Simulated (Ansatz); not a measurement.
PbSe (zincblende), relaxed with r2SCAN in the PAW code Ansatz: the symmetry is F-43m (No. 216, cubic); a = 6.846 Å in the conventional setting, 40.11 Å³ an atom. Around Pb lie 4 Se at 2.96 Å; around Se lie 4 Pb at 2.96 Å. The primitive cell holds 2 atoms in 80.23 Å³. Non-magnetic throughout. Whether this structure exists isn't addressed.

Computed values: PBE gives a gap of 0.62 eV and PBE0 (25 % exact exchange) 1.68 eV; one over PBE's mean ε∞ is 0.125. HSE06+SOC (4×4×4) gives a least gap of 0.83 eV and a least direct gap of 1.55 eV. r2SCAN's ε∞ is 7.29.

Task: What is the density?

Result: The cell holds 1 Pb, 1 Se: M = 1×207.200 + 1×78.971 = 286.17 u in V = 80.23 Å³. ρ = 1.66054 × M/V = 1.66054 × 286.17/80.23 = 5.923 g/cm³, for the static r2SCAN lattice.

Task: Taking the gap as linear in the share of unscreened exchange, estimate the gap of the hybrid whose share is 1/ε∞.

Result: The slope is (1.68 − 0.62)/0.25 = 4.24 eV per unit share, so E_g ≈ 0.62 + 4.24 × 0.125 = 1.15 eV. The run with that share gives 1.14 eV (4×4×4 mesh), -0.01 eV from the straight line.

Task: At what wavelength does absorption set in by HSE06+SOC, excitons left aside?

Result: λ = 1239.84 eV nm/E: 1494 nm for the least gap, where it needs phonons and is weak, and 800 nm for direct transitions.

Task: What refractive index and reflectivity at normal incidence follow, below the gap and above the phonons?

Result: n = √7.29 = 2.700; R = ((n − 1)/(n + 1))² = (1.700/3.700)² = 21.1 % a face.

Only the levels marked +SOC include spin-orbit coupling.

The meshes of the hybrids are coarse, so their gaps aren't converged to the digits shown.
